**Question**

Magnesium sulfide is calculated here in the zincblende form, not in its stable rocksalt form. The start levels come from the LDA, and the corrected levels from a one-shot GW calculation (G₀W₀) built on them. In each of the two columns, energies count from the highest filled level of that column. Z is the state weight. Rows 1 and 2 belong to the zone centre Γ, rows 7 and 8 to W, 11 and 12 to X, 15 and 16 to L.

GPAW 26.7.0, one-shot G₀W₀ on LDA levels for zincblende MgS, with PAW data sets (gpaw-data 1.2.1), a 4×4×4 k mesh and a 550 eV plane-wave cutoff, without spin–orbit coupling. The G₀W₀ step uses a plasmon-pole model, a 150 eV response cutoff and 189 bands, with no cutoff extrapolation. Each column of levels counts from its own highest filled level.

| row | state k a (reciprocal cell vector) | state k b (reciprocal cell vector) | state k c (reciprocal cell vector) | state band | state start level (eV) | state corrected level (eV) | state weight z |
| --- | --- | --- | --- | --- | --- | --- | --- |
| 1 | 0.000 | 0.000 | 0.000 | top filled | 0.000 | 0.000 | 0.783 |
| 2 | 0.000 | 0.000 | 0.000 | first empty | 3.166 | 4.931 | 0.820 |
| 3 | 0.250 | 0.250 | 0.000 | top filled | -0.582 | -0.634 | 0.782 |
| 4 | 0.250 | 0.250 | 0.000 | first empty | 4.928 | 6.728 | 0.816 |
| 5 | 0.250 | 0.250 | 0.250 | top filled | -0.177 | -0.193 | 0.782 |
| 6 | 0.250 | 0.250 | 0.250 | first empty | 4.708 | 6.581 | 0.816 |
| 7 | 0.500 | 0.250 | -0.250 | top filled | -1.365 | -1.468 | 0.781 |
| 8 | 0.500 | 0.250 | -0.250 | first empty | 5.334 | 7.111 | 0.816 |
| 9 | 0.500 | 0.250 | 0.250 | top filled | -0.354 | -0.383 | 0.782 |
| 10 | 0.500 | 0.250 | 0.250 | first empty | 6.140 | 8.119 | 0.818 |
| 11 | 0.500 | 0.500 | 0.000 | top filled | -1.054 | -1.162 | 0.780 |
| 12 | 0.500 | 0.500 | 0.000 | first empty | 3.651 | 5.367 | 0.828 |
| 13 | 0.500 | 0.500 | 0.250 | top filled | -0.726 | -0.798 | 0.781 |
| 14 | 0.500 | 0.500 | 0.250 | first empty | 4.983 | 6.806 | 0.822 |
| 15 | 0.500 | 0.500 | 0.500 | top filled | -0.333 | -0.371 | 0.782 |
| 16 | 0.500 | 0.500 | 0.500 | first empty | 4.847 | 6.793 | 0.821 |

On the common energy scale of the calculation, the valence top lies at 1.554 eV before the correction and at 0.442 eV after it.

(a) Why does the gap open, and which band edge moves more?
(b) Why do the filled levels spread apart?
(c) Can the rises of the empty levels be explained by their energy alone?

**Model answer**

**(a)** The LDA gives every electron the same local exchange-correlation potential, fixed by the density at each point. Exchange itself is not so even-handed. A filled state overlaps strongly with the filled states around it, itself included, and is bound by exchange with them, whereas an empty state gains much less. A common potential is therefore a compromise that binds filled states too weakly and empty states too strongly.

The GW self-energy replaces this potential by exchange that the other electrons screen, together with the response of the crystal to an added electron or hole. Filled levels should then sink and empty ones rise, and on the common scale every row does so. The valence top falls by 1.11 eV and the first empty level at Γ rises by 0.65 eV. The filled side thus supplies about 63% of the opening, a fact hidden by the zero at the top of each column.

The weight Z tempers both movements. If ε is the start level, E the corrected level, V the LDA exchange-correlation potential and Σ the self-energy, then to first order

E − ε = Z [Σ(ε) − V], with Z = 1/(1 − dΣ/dE).

The self-energy falls as the energy rises. A level pushed down therefore meets a less attractive self-energy, a level pushed up meets a more attractive one, and each is held back by about a fifth. Without this effect the gap at Γ would open by 2.2 eV instead of 1.8 eV.

*Remark.* A good answer restores the common scale before it says which edge moves. The bands, cutoffs and mesh of this calculation are not converged. An opening of well over an electronvolt is a safe reading, but the division between the two edges is less certain, because absolute levels converge more slowly than their differences.

**(b)** Measured from the valence top, the deeper filled levels are mostly lowered further. Non-local exchange favours the lower states of a filled band more than a local potential does, and so widens the band. Screening is expected to take back much of this widening. The two effects were not computed separately, but their net result here is a stretch of about 9%. The regularity is plausible because the upper filled states of a sulfide are mainly sulfur 3p, so that they differ moderately in shape.

A straight line through the valence top, fitted to the filled levels, expresses this. For the deepest one, at W, it gives

0.088 × 1.365 eV = 0.12 eV,

while the table has 1.468 − 1.365 = 0.103 eV. This row was part of the fit and is its worst case. X lies less deep than W but is lowered slightly more, by a difference too small to interpret at these settings.

The same line shows how special the gap is. Continued upwards across the LDA gap, it would raise the first empty level by only 0.088 × 3.166 eV = 0.28 eV, whereas that level actually rises by 1.77 eV relative to the valence top. Most of the correction is therefore not a smooth function of energy. It is a step between filled and empty states, as the argument in (a) requires.

*Remark.* This comparison is the strongest point that an answer can make from the table. It separates the large effect, whether a state is filled, from the small one, how deep it lies.

**(c)** Only in part. Relative to the valence top, the empty levels rise by 1.83 eV on average, and higher levels tend to rise more. A common rise plus a linear stretch, fitted to the eight empty levels, still has a typical error of 0.06 eV, against 0.09 eV for a common rise alone. Energy helps, but it leaves much of the unevenness unexplained.

L and W show the failure most plainly. The empty level at W starts 0.49 eV above that at L, yet it rises by 0.17 eV less. Direction matters as well: from Γ towards L the rise grows steadily, while towards X it first grows slightly and then drops to the smallest value in the table.

The likely reason is that empty states change their shape with direction more than the filled sulfur 3p states do. Some may have more of their density near magnesium, others near sulfur or between the atoms. Each shape samples the LDA potential differently and overlaps differently with the filled states, so the error to be corrected differs too. An analysis of the orbitals at L, W and X would test this inference.

*Remark.* A tempting answer blames the weight Z. But X has the highest Z and the smallest rise, although a higher Z lets more of an upward correction through. Dividing Z out does not even out the corrections of the empty levels either. Their spread widens from 0.26 to 0.33 eV, mostly because every correction is divided by about 0.82. The differences must therefore lie mainly in Σ − V itself. The printed output after this text lists these corrections and the quality of each fit.

The unevenness can change the order of levels. The empty level at L starts 0.08 eV below the one halfway from Γ to X (row 4) and ends 0.07 eV above it. Differences this small are uncertain at these settings, so the reversal illustrates the risk and is not a firm result. The lowest empty level is in no such danger: Γ stays more than 0.4 eV below X, and on this mesh the gap remains direct. In this crystal a common upward shift is thus a fair first correction for the empty band as a whole, but where two empty levels lie within about a quarter of an electronvolt of each other, each needs its own correction before their order is trusted.

Printed output of the fit:

```
Shifts in eV:
  row  from_valence_top  common_scale  before_Z  vertical_gap_opening_0_if_filled  line_less_value
    1                 0        -1.112    -1.421                                 0                0
    2             1.765        0.6525    0.7958                             1.765          -0.0344
    3            -0.052        -1.164    -1.489                                 0        0.0006059
    4               1.8        0.6875    0.8425                             1.852          0.04886
    5            -0.016        -1.128    -1.443                                 0        0.0003698
    6             1.873        0.7605     0.932                             1.889         -0.03891
    7            -0.103        -1.215    -1.556                                 0         -0.01754
    8             1.777        0.6645    0.8144                              1.88          0.09911
    9            -0.029        -1.141     -1.46                                 0         -0.00226
   10             1.979        0.8665     1.059                             2.008         -0.04879
   11            -0.108         -1.22    -1.565                                 0          0.01493
   12             1.716        0.6035    0.7289                             1.824          0.04715
   13            -0.072        -1.184    -1.517                                 0          0.00789
   14             1.823        0.7105    0.8644                             1.895          0.02955
   15            -0.038         -1.15    -1.471                                 0         0.008594
   16             1.946        0.8335     1.015                             1.984          -0.1026
Fall of the valence top on the common scale, eV: -1.112
Rise of the first empty level at Gamma on the common scale, eV: 0.6525
Share of the gap opening from the valence top, percent: 63.03
Gap opening at Gamma before renormalisation by Z, eV: 2.217
Part of the opening removed by Z, eV: 0.4515
Mean energy slope of the self-energy, filled states: -0.2794
Mean energy slope of the self-energy, empty states: -0.2201
Stretch of the filled band, percent of depth: 8.831
Rms miss of the stretch for filled levels below the top, eV: 0.009798
Mean rise of the empty levels from the valence top, eV: 1.835
Rms miss of a rigid rise, empty levels, eV: 0.08536
Stretch of the empty band, percent: 6.712
Rms miss of rise plus stretch, empty levels, eV: 0.06216
Rms miss of one bare correction times Z, empty levels, eV: 0.08663
Spread of the rises of the empty levels, eV: 0.263
Spread of the same corrections before Z, eV: 0.3304
X above Gamma in the empty band before correction, eV: 0.485
X above Gamma in the empty band after correction, eV: 0.436
```
